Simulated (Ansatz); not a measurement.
Compressing AlNi$_{3}$: a fit and a missing row

AlNi$_{3}$, Pm-3m, a = 3.567 Å. The structure is a Materials Project entry; whether it is the stable form wasn't checked. Ansatz: PBE, PAW, 420 eV, Γ-centred 12×12×12 mesh on 4 atoms, Gaussian smearing 0.10 eV; collinear spin, largest moment 0.3 μB. Symmetry fixes shape and atoms, so the cell is only scaled; pressure is positive in compression.

| V (Å³/atom) | P (GPa) |
| --- | --- |
| 9.982 | ? |
| 10.322 | 21.30 |
| 10.663 | 12.98 |
| 11.003 | 5.95 |
| 11.343 | 0.00 |
| 11.683 | -5.02 |
| 12.024 | -9.27 |
| 12.477 | -13.91 |

Q: Take V0 = 11.343 Å³/atom, fit the third-order Birch–Murnaghan form to the other rows, and predict the missing pressure.

A: With the Eulerian strain f = ½[(V0/V)^(2/3) − 1] and y = P/[3f(1 + 2f)^(5/2)], the form is the line y = B0 + 1.5 B0 (B0′ − 4) f. Rows (f, y): 0.03245, 187.0; 0.02104, 185.5; 0.01025, 183.9; -0.00975, 180.3; -0.01906, 178.7; -0.03077, 176.6. Means f = 0.0006933, y = 182.00; Σ(Δf)² = 0.003003, ΣΔfΔy = 0.5010; the slope is their ratio. y = 181.9 + 166.8 f GPa, so B0 = 181.9 GPa and B0′ = 4 + 2 × (166.8)/(3 × 181.9) = 4.61. At V = 9.982, f = 0.04447, y = 189.32 and P = 31.25 GPa. The run gave 31.16 GPa, so the fit is 0.09 GPa too high, a small miss on the scale of the series.